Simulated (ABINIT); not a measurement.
Crystal: Al.

```xyz
1
Lattice="0.0000 2.0248 2.0248 2.0248 0.0000 2.0248 2.0248 2.0248 0.0000" Properties=species:S:1:pos:R:3 pbc="T T T"
Al    0.0000    0.0000    0.0000
```

Base run:

* Program: ABINIT 10.8.3 (patched build)
* Functional: PBE
* Potentials or basis: Ansatz NC PBE
* Cutoff: 408 eV
* k mesh: 8 × 8 × 8
* Occupations: fermi-dirac, width 0.05 eV
* Spin: no spin polarisation

Its results: band gap on the k mesh none (metal or under the smearing width); pressure -0.5 GPa.

**Question.** The run is repeated on the same cell with these changes: potentials or basis from Ansatz NC PBE to PseudoDojo NC SR PBE v0.4.1 standard. What comes out?

**Answer.** Band gap on the k mesh none (metal or under the smearing width); pressure -1.0 GPa.

Not every run made on this cell is shown here.
